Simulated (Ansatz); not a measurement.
Crystal: EuO2.

```
Eu O
1.0
    -1.93055    1.93055    2.73861
     1.93055   -1.93055    2.73861
     1.93055    1.93055   -2.73861
Eu O
1 2
Cartesian
  0.0000 0.0000 2.7386
  1.9306 0.0000 1.3693
  0.0000 1.9306 1.3693
```

The cell comes from a database or a generator and needn't be the stable form of this composition.

Base run:

- Program: Ansatz 0.2.0
- Functional: r2SCAN
- Potentials or basis: Ansatz PAW
- Cutoff: 500 eV (not typed: the program's choice for these potentials)
- k mesh: 10 × 10 × 10
- Occupations: fermi-dirac, width 0.05 eV
- Spin: collinear spin, ferromagnetic start
- Starting moments: [7.0, 0.0, 0.0] μB
- Hubbard terms: Eu f U = 2 eV

Its results: band gap on the k mesh none (metal or under the smearing width); pressure -0.3 GPa; net moment 5.00 μB per cell; site moments Eu +5.92; O -0.55 μB.

After a change of settings the same cell gave: band gap on the k mesh none (metal or under the smearing width); pressure 0.8 GPa; net moment 5.00 μB per cell; site moments Eu +5.92; O -0.55 μB. Which change was it?
A. hubbard terms from Eu f U = 2 eV to Eu f U = 8 eV
B. hubbard terms from Eu f U = 2 eV to Eu f U = 3 eV
C. hubbard terms from Eu f U = 2 eV to none; hubbard projectors from ortho-atomic (the default) to none

B.

Caveats: the magnetic or orbital state may not be the lowest; spin-orbit coupling is left out, which moves the levels of the heavy elements; a cell with one magnetic atom can't hold antiferromagnetic order, which such compounds often take; the PAW data sets come from PBE, with cores solved anew for the run's functional, which leaves a small shift of forces and pressure; the density of states is complete only up to the lowest level of the last band computed.
